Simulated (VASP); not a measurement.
BaF2 (Frankdicksonite), 3 atoms in the cell. Symmetry: Fm-3m, No. 225, cubic system. Conventional cell: a = 6.200 Å, b = 6.200 Å, c = 6.200 Å, α = 90.00°, β = 90.00°, γ = 90.00°. Around Ba (site symmetry m-3m) lie 8 F at 2.68 Å. F (site symmetry -43m) is surrounded by 4 Ba at 2.68 Å. 

```yaml
Program: VASP 6.6.1
Task: relaxation of cell and atoms
Functional: PBE
Dispersion: D3(BJ)
Potentials_or_basis: VASP PAW PBE potentials, release 64 (Ba_sv, F)
Cutoff: 600 eV
k_mesh: 8 × 8 × 8
Occupations: gaussian, width 0.03 eV
Spin: no spin polarisation
Further_INCAR_settings: ALGO = Normal; EDIFF = 1e-06; IBRION = 2; EDIFFG = -0.01; NSW = 90; ISIF = 3
```

Potentials or basis: VASP PAW PBE potentials, release 64 (Ba_sv, F).

The run is started by

```console
$ cat potpaw_PBE.64/Ba_sv/POTCAR potpaw_PBE.64/F/POTCAR > POTCAR
$ mpirun -np 1 vasp_std > vasp.out
```

Hardware: 1 thread of AMD EPYC 7R43 64-Core Processor (Zen 3), with other jobs on the host.

Task: Estimate the wall time of this run.

Result: It took 75 s on 1 thread of AMD EPYC 7R43 64-Core Processor (Zen 3), with other jobs on the host, peak memory 0.19 GiB. Counts: scf iterations 21, k points 29, ion steps 2.
